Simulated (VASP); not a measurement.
# CoO: DFT+U ground state, by Hubbard U and LDAUTYPE

CoO, Fm-3m (no. 225), 4 atoms in the cell.

| Hubbard U (eV) | LDAUTYPE | Hund's J (eV) | Form of DFT+U | Gap (eV) | Largest site moment (muB) | Time (s) |
|---|---|---|---|---|---|---|
| Co shell d, U 5.9 | 1 | 0.9 | Liechtenstein, U + J and J | 2.69 | 2.71 | 26 |
| Co shell d, U 5 | 1 | – | Liechtenstein, J = 0 | 0.00 | 2.70 | 22 |
| Co shell d, U 5.9 | 2 | 0.9 | Dudarev, U + J and J | 0.00 | 2.70 | 24 |
| Co shell d, U 5 | 2 | – | Dudarev, U alone | 0.00 | 2.70 | 26 |
| Co shell d, U 5, O shell p, U 6 | 2 | – | Dudarev, U on the anion p shell too | 0.00 | 2.71 | 27 |
| Co shell d, U 5.9 | 4 | 0.9 | type 4, U + J and J | 2.45 | 2.71 | 21 |
| – | – | – | none | 0.00 | 2.35 | 17 |

Limits: The cell is the same for all forms and was relaxed for none; total energies under different U or different forms can't be compared; magnetic orders weren't compared, so this needn't be the magnetic ground state; rows 2, 3, 4, 5: where a partly filled shell comes out metallic, symmetry may have kept it evenly filled; a lower state with a gap may exist.

## Input of the first row

INCAR:
```
SYSTEM = CoO
PREC = Accurate
ENCUT = 520
EDIFF = 1E-6
NELM = 200
ALGO = Normal
ISMEAR = 0
SIGMA = 0.05
LREAL = .FALSE.
LASPH = .TRUE.
LMAXMIX = 4
LORBIT = 11
LWAVE = .FALSE.
LCHARG = .FALSE.
GGA = CA
VOSKOWN = 1
ISPIN = 2
MAGMOM = 3 -3 0 0
ISIF = 2
AMIX = 0.2
BMIX = 1E-4
AMIX_MAG = 0.8
BMIX_MAG = 1E-4
LDAU = .TRUE.
LDAUTYPE = 1
LDAUL = 2 -1
LDAUU = 5.9 0
LDAUJ = 0.9 0
LDAUPRINT = 1
```

KPOINTS:
```
k-points
0
Gamma
  9 9 9
```

POSCAR:
```
CoO
1.0
    0.0000000000      2.1315000000      2.1315000000
    2.1315000000      0.0000000000      2.1315000000
    2.1315000000      4.2630000000     -2.1315000000
Co O
2 2
Direct
    0.0000000000      0.0000000000      0.0000000000
    0.0000000000      0.5000000000      0.5000000000
    0.5000000000      0.7500000000      0.2500000000
    0.5000000000      0.2500000000      0.7500000000
```

Commands:
```
cat potpaw_LDA.64/Co/POTCAR potpaw_LDA.64/O/POTCAR > POTCAR
mpirun -np 4 vasp_std > vasp.out
```

Changes of the last row against the first:
```
- LDAU = True
- LDAUTYPE = 1
- LDAUL = 2 -1
- LDAUU = 5.9 0
- LDAUJ = 0.9 0
- LDAUPRINT = 1
```

VASP 6.6.1 took 26 s on 4 cores (Intel Xeon 6975P-C (Granite Rapids)), a shared host.
